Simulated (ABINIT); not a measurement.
# BaTiO3 (P1) in ABINIT: reference runs

How does BaTiO3 come out in PBE? The cell is run as given.

All numbers are computed with ABINIT 10.8.3 (patched build); they aren't measurements. Logs are shortened: lines on timing, memory, paths and dates and some standing lists are left out, and cuts for length are marked. The log counts tension as positive stress, the text compression.

**1. Starting point**

The typed cell holds 10 atoms: a = 3.964 Å, b = 5.669 Å, c = 5.729 Å, α = 93.55°, β = 92.29°, γ = 91.36°.

**2. Single point, PBE**

Input file run.abi:

```
# Pseudopotentials
pp_dirpath "./"
pseudos "Ba.GGA_PBE-JTH.xml, Ti.GGA_PBE-JTH.xml, O.GGA_PBE-JTH.xml"

# Structure
acell 3*1.0
rprim
    -0.1730835684     0.0430507579    -7.4878449948
     7.3338075413     7.8079325316     0.1294438018
     7.4137192025    -7.8878441928     0.2151553159
ntypat 3
znucl 56 22 8
natom 10
typat 1 1 2 2 3 3 3 3 3 3
xcart
    -0.0891125552     0.0215515380    -3.9523802761
     3.8098746872    -0.0080565631    -3.8704694792
     5.8056785066    -2.0916999376    -1.8363640889
     5.7812868786     2.0620583224    -1.8706429139
     5.7604807961    -2.0831182162    -3.8104538903
     5.8496462480     2.0349441033     0.1179452049
     1.9215327132    -0.0034793363    -1.9119700266
     5.8094583744    -0.0035131710    -1.8419768730
     3.8686358071    -2.0812639958    -1.8915743504
     3.8552701099     2.0566853129    -1.9035478876 Angstrom
chkprim 0
chksymtnons 0
tolsym 1.0e-6

# Plane-wave basis
ecut 625.861884 eV
pawecutdg 45.0
pawxcdev 0

# k points
kptopt 1
ngkpt 7 5 5
nshiftk 1
shiftk 0.0 0.0 0.0

# Exchange and correlation
ixc 11

# Bands and occupations
nband 48
occopt 3
tsmear 0.00183747

# SCF cycle
nstep 100
tolvrs 1.0e-9

# Output
iomode 3
prtwf 0
prtden 0
prteig 0
prtebands 0
enunit 1
```

Potentials or basis: JTH PAW PBE v2.0.

On the command line:

```
$ mpirun --bind-to none -np 4 abinit run.abi > log 2>&1
```

run.abo:

```text
.Version 10.8.3 of ABINIT
 Symmetries : space group P1 (#  1); Bravais aP (primitive triclinic)
================================================================================
 Values of the parameters that define the memory need of the present run
     intxc =       0    ionmov =       0      iscf =      17    lmnmax =      18
     lnmax =       6     mgfft =      48  mpssoang =       3    mqgrid =    3261
     natom =      10  nloc_mem =       2    nspden =       1   nspinor =       1
    nsppol =       1      nsym =       1    n1xccc =       1    ntypat =       3
    occopt =       3   xclevel =       2
       mpw =        4586          nfft =       82944          nkpt =          88
Pmy_natom=         3
 PAW method is used; the additional fine FFT grid is defined by:
   mgfftf=        72    nfftf =    248832
================================================================================
================================================================================

--------------------------------------------------------------------------------
------------- Echo of variables that govern the present computation ------------
--------------------------------------------------------------------------------
 -outvars: echo values of preprocessed input variables --------
            acell      1.0000000000E+00  1.0000000000E+00  1.0000000000E+00 Bohr
              amu      1.37327000E+02  4.78800000E+01  1.59994000E+01
          chkprim           0
      chksymtnons           0
             ecut      2.30000000E+01 Hartree
           enunit           1
                       outvar_i_n : Printing only first  50 k-points.
              ixc          11
                       outvar_i_n : Printing only first  50 k-points.
         kptrlatt        7    0    0      0    5    0      0    0    5
          kptrlen      5.24297822E+01
            natom          10
            nband          48
            ngfft          36      48      48
          ngfftdg          48      72      72
             nkpt          88
            nstep         100
             nsym           1
           ntypat           3
                       prtocc : prtvol=0, do not print more k-points.
           occopt           3
        pawecutdg      4.50000000E+01 Hartree
         pawxcdev           0
           prtden           0
        prtebands           0
           prteig           0
            prtwf           0
            rprim     -1.7308356840E-01  4.3050757900E-02 -7.4878449948E+00
                       7.3338075413E+00  7.8079325316E+00  1.2944380180E-01
                       7.4137192025E+00 -7.8878441928E+00  2.1515531590E-01
          spgroup           1
           tolsym      1.00000000E-06
           tolvrs      1.00000000E-09
           tsmear      1.83747000E-03 Hartree
            typat      1  1  2  2  3  3  3  3  3  3
           useylm           1
                       outvars : Printing only first  50 k-points.
           xangst     -8.9112555200E-02  2.1551538000E-02 -3.9523802761E+00
                       3.8098746872E+00 -8.0565631000E-03 -3.8704694792E+00
                       5.8056785066E+00 -2.0916999376E+00 -1.8363640889E+00
                       5.7812868786E+00  2.0620583224E+00 -1.8706429139E+00
                       5.7604807961E+00 -2.0831182162E+00 -3.8104538903E+00
                       5.8496462480E+00  2.0349441033E+00  1.1794520490E-01
                       1.9215327132E+00 -3.4793363000E-03 -1.9119700266E+00
                       5.8094583744E+00 -3.5131710000E-03 -1.8419768730E+00
                       3.8686358071E+00 -2.0812639958E+00 -1.8915743504E+00
                       3.8552701099E+00  2.0566853129E+00 -1.9035478876E+00
            xcart     -1.6839832371E-01  4.0726504412E-02 -7.4689162673E+00
                       7.1996197328E+00 -1.5224697775E-02 -7.3141272944E+00
                       1.0971142353E+01 -3.9527400196E+00 -3.4702251955E+00
                       1.0925048856E+01  3.8967254850E+00 -3.5350027866E+00
                       1.0885731058E+01 -3.9365229165E+00 -7.2007142681E+00
                       1.1054229342E+01  3.8454870368E+00  2.2288413513E-01
                       3.6311705699E+00 -6.5749927069E-03 -3.6130997112E+00
                       1.0978285267E+01 -6.6389310235E-03 -3.4808318202E+00
                       7.3106621563E+00 -3.9330189478E+00 -3.5745574690E+00
                       7.2854046491E+00  3.8865719686E+00 -3.5971841751E+00
             xred      9.9748690068E-01  1.4771999778E-04  4.2717000377E-04
                       9.9982027068E-01  4.9875260034E-01  5.0108677035E-01
                       5.0074740034E-01  4.9905912033E-01  9.9785408068E-01
                       5.0365646033E-01  9.9876813067E-01  4.9738197034E-01
                       9.9895966066E-01  4.9877997034E-01  9.9824097067E-01
                       1.9446300100E-03  9.9975533067E-01  5.0211677034E-01
                       4.9413247033E-01  2.5152792017E-01  2.5251016018E-01
                       4.9937016032E-01  7.5231443051E-01  7.4825990051E-01
                       5.0325957033E-01  2.5086477017E-01  7.4968771051E-01
                       5.0062248033E-01  7.5003001051E-01  2.5243449017E-01
            znucl       56.00000   22.00000    8.00000

================================================================================

 chkinp: Checking input parameters for consistency.

================================================================================
== DATASET  1 ==================================================================

--- !DatasetInfo
iteration_state: {dtset: 1, }
dimensions: {natom: 10, nkpt: 88, mband: 48, nsppol: 1, nspinor: 1, nspden: 1, mpw: 4586, }
cutoff_energies: {ecut:  23.0, pawecutdg:  45.0, }
[... 174 lines left out ...]
 cartesian coordinates (angstrom) at end:
    1     -0.08911255520000     0.02155153800000    -3.95238027610000
    2      3.80987468720000    -0.00805656310000    -3.87046947920000
    3      5.80567850660000    -2.09169993760000    -1.83636408890000
    4      5.78128687860000     2.06205832240000    -1.87064291390000
    5      5.76048079610000    -2.08311821620000    -3.81045389030000
    6      5.84964624800000     2.03494410330000     0.11794520490000
    7      1.92153271320000    -0.00347933630000    -1.91197002660000
    8      5.80945837440000    -0.00351317100000    -1.84197687300000
    9      3.86863580710000    -2.08126399580000    -1.89157435040000
   10      3.85527010990000     2.05668531290000    -1.90354788760000

 cartesian forces (hartree/bohr) at end:
    1     -0.00096928670331     0.00052870277777    -0.00144353964601
    2     -0.00012412320121     0.00150385547473    -0.00042439823139
    3     -0.00113954514764    -0.00005224153799     0.00017196503922
    4      0.00154692537717    -0.00182292629093     0.00085858553168
    5      0.00233304215579     0.00020050455594    -0.00026887058713
    6     -0.00048185187199     0.00174149384871     0.00259336273769
    7     -0.00249373564953     0.00135835293419    -0.00289589463208
    8      0.00086116367284    -0.00512037820947    -0.00005985370729
    9      0.00410924268937    -0.00086886516378     0.00150396979870
   10     -0.00364183132149     0.00253150161084    -0.00003532630339
 frms,max,avg= 1.9328651E-03 5.1203782E-03  -1.541E-05  2.214E-06  3.139E-06 h/b

 cartesian forces (eV/Angstrom) at end:
    1     -0.04984272629551     0.02718698993166    -0.07422979313223
    2     -0.00638267163231     0.07733135774881    -0.02182343450595
    3     -0.05859776751407    -0.00268636789342     0.00884279785645
    4      0.07954610117972    -0.09373863880019     0.04415024317432
    5      0.11996985124128     0.01031035881165    -0.01382588148339
    6     -0.02477781949175     0.08955121425854     0.13335607377828
    7     -0.12823304292502     0.06984931628587    -0.14891288927597
    8      0.04428281652301    -0.26330043397047    -0.00307780137704
    9      0.21130575499286    -0.04467884310994     0.07733723652332
   10     -0.18727049607820     0.13017504673750    -0.00181655155780
 frms,max,avg= 9.9391922E-02 2.6330043E-01  -7.922E-04  1.138E-04  1.614E-04 e/A
 length scales=  1.000000000000  1.000000000000  1.000000000000 bohr
              =  0.529177210544  0.529177210544  0.529177210544 angstroms
 Fermi (or HOMO) energy (eV) =   5.05811   Average Vxc (eV)= -11.32341
 Eigenvalues (   eV  ) for nkpt=  88  k points:
 kpt#   1, nband= 48, wtk=  0.00571, kpt=  0.0000  0.0000  0.0000 (reduced coord)
 -52.46593  -52.38086  -28.74652  -28.69739  -28.68101  -28.64676  -28.61242  -28.59419
 -20.65015  -20.45012  -12.81710  -12.45532  -12.16635  -12.04262  -11.94499  -11.89164
  -5.94399   -5.83907   -5.82657   -5.80234   -5.67891   -5.39056   -0.27661    0.16596
   0.52367    1.36967    1.68203    1.72920    1.82758    2.00567    2.46431    2.94972
   3.02222    3.17032    3.21572    3.29168    3.88406    3.97638    3.99284    4.19506
   5.80312    5.94845    6.00194    7.37366    7.85049    7.88555    8.09007    8.29225
 prteigrs : prtvol=0 or 1, do not print more k-points.

--- !EnergyTerms
iteration_state     : {dtset: 1, }
comment             : Components of total free energy in Hartree
kinetic             :  7.94141954370261E+01
hartree             :  5.87951802958572E+01
xc                  : -4.37487197609495E+01
Ewald energy        : -2.07118313826650E+02
psp_core            :  1.86504752182703E+01
local_psp           : -1.80260075473541E+02
PAW spherical_terms :  7.76019481020912E+00
internal            : -2.66507063299778E+02
'-kT*entropy'       : -4.00344120139747E-10
total_energy        : -2.66507063300178E+02
total_energy_eV     : -7.25202663674326E+03
...

--- !EnergyTermsDC
iteration_state     : {dtset: 1, }
comment             : '"Double-counting" decomposition of free energy'
band_energy         : -2.85542214589187E+01
Ewald energy        : -2.07118313826650E+02
psp_core            :  1.86504752182703E+01
xc_dc               : -5.53687412284477E+01
PAW spherical_terms :  5.88373592759099E+00
internal            : -2.66507065368155E+02
'-kT*entropy'       : -4.00344120139747E-10
total_energy_dc     : -2.66507065368555E+02
total_energy_dc_eV  : -7.25202669302667E+03
...

--- !EnergyTermsWithPAWCore
iteration_state     : {dtset: 1, }
comment             : 'Components of total free energy, including PAW core contributions'
Total energy        : -1.84311092758308E+04
Total energy DC     : -1.84311092778992E+04
Total energy (eV)   : -5.01536033446515E+05
Total energy DC (eV): -5.01536033502799E+05
...

 Cartesian components of stress tensor (hartree/bohr^3)
  sigma(1 1)= -3.14837942E-04  sigma(3 2)= -4.50229629E-05
  sigma(2 2)=  9.22790037E-05  sigma(3 1)=  2.03072505E-04
  sigma(3 3)= -1.96302685E-04  sigma(2 1)= -4.23236189E-05

-Cartesian components of stress tensor (GPa)         [Pressure=  4.1078E+00 GPa]
- sigma(1 1)= -9.26285205E+00  sigma(3 2)= -1.32462130E+00
- sigma(2 2)=  2.71494202E+00  sigma(3 1)=  5.97459936E+00
- sigma(3 3)= -5.77542439E+00  sigma(2 1)= -1.24520386E+00

== END DATASET(S) ==============================================================
================================================================================

 -outvars: echo values of variables after computation  --------
            acell      1.0000000000E+00  1.0000000000E+00  1.0000000000E+00 Bohr
           etotal     -2.6650706537E+02
            fcart     -9.6928670331E-04  5.2870277777E-04 -1.4435396460E-03
                      -1.2412320121E-04  1.5038554747E-03 -4.2439823139E-04
                      -1.1395451476E-03 -5.2241537990E-05  1.7196503922E-04
                       1.5469253772E-03 -1.8229262909E-03  8.5858553168E-04
                       2.3330421558E-03  2.0050455594E-04 -2.6887058713E-04
                      -4.8185187199E-04  1.7414938487E-03  2.5933627377E-03
                      -2.4937356495E-03  1.3583529342E-03 -2.8958946321E-03
                       8.6116367284E-04 -5.1203782095E-03 -5.9853707290E-05
                       4.1092426894E-03 -8.6886516378E-04  1.5039697987E-03
                      -3.6418313215E-03  2.5315016108E-03 -3.5326303389E-05
            rprim     -1.7308356840E-01  4.3050757900E-02 -7.4878449948E+00
                       7.3338075413E+00  7.8079325316E+00  1.2944380180E-01
                       7.4137192025E+00 -7.8878441928E+00  2.1515531590E-01
           strten     -3.1483794202E-04  9.2279003732E-05 -1.9630268504E-04
                      -4.5022962872E-05  2.0307250453E-04 -4.2323618929E-05
           xangst     -8.9112555200E-02  2.1551538000E-02 -3.9523802761E+00
                       3.8098746872E+00 -8.0565631000E-03 -3.8704694792E+00
                       5.8056785066E+00 -2.0916999376E+00 -1.8363640889E+00
                       5.7812868786E+00  2.0620583224E+00 -1.8706429139E+00
                       5.7604807961E+00 -2.0831182162E+00 -3.8104538903E+00
                       5.8496462480E+00  2.0349441033E+00  1.1794520490E-01
                       1.9215327132E+00 -3.4793363000E-03 -1.9119700266E+00
                       5.8094583744E+00 -3.5131710000E-03 -1.8419768730E+00
                       3.8686358071E+00 -2.0812639958E+00 -1.8915743504E+00
                       3.8552701099E+00  2.0566853129E+00 -1.9035478876E+00
             xred      9.9748690068E-01  1.4771999778E-04  4.2717000377E-04
                       9.9982027068E-01  4.9875260034E-01  5.0108677035E-01
                       5.0074740034E-01  4.9905912033E-01  9.9785408068E-01
                       5.0365646033E-01  9.9876813067E-01  4.9738197034E-01
                       9.9895966066E-01  4.9877997034E-01  9.9824097067E-01
                       1.9446300100E-03  9.9975533067E-01  5.0211677034E-01
                       4.9413247033E-01  2.5152792017E-01  2.5251016018E-01
                       4.9937016032E-01  7.5231443051E-01  7.4825990051E-01
                       5.0325957033E-01  2.5086477017E-01  7.4968771051E-01
                       5.0062248033E-01  7.5003001051E-01  2.5243449017E-01
 Calculation completed.
```

It took 16 min on 4 MPI ranks of Arm Neoverse N1, shared host; peak memory 1 GiB.

What came out:

* Free energy: -7252.0267 eV
* Pressure: 4.1 GPa
* Largest force: 0.267 eV/Å
* Band gap on the k mesh: 1.59 eV

Forces in eV/Å, atoms in the order of the input:
```
Ba  -0.050  0.027 -0.074
Ba  -0.006  0.077 -0.022
Ti  -0.059 -0.003  0.009
Ti   0.080 -0.094  0.044
O    0.120  0.010 -0.014
O   -0.025  0.090  0.133
O   -0.128  0.070 -0.149
O    0.044 -0.263 -0.003
O    0.211 -0.045  0.077
O   -0.187  0.130 -0.002
```

Stress tensor (GPa, compression positive):
```
 9.26  1.25 -5.97
 1.25 -2.71  1.32
-5.97  1.32  5.78
```

Levels at points of the mesh, in eV from the valence-band top:
| k point | band 38 | band 39 | band 40 | band 41 | band 42 | band 43 |
| --- | --- | --- | --- | --- | --- | --- |
| (0.00, 0.00, 0.00) | -0.23 | -0.22 | -0.02 | 1.59 | 1.74 | 1.79 |

Caveat: this set's barium file shifts pressures by 1.5 GPa and gaps by 0.1 eV against other sets; spin-orbit coupling is left out, which moves the levels of the heavy elements; an odd mesh through Γ misses points on the zone boundary, where band edges often lie; the atomic spheres overlap. As with any semilocal functional, this PBE gap is likely too small.
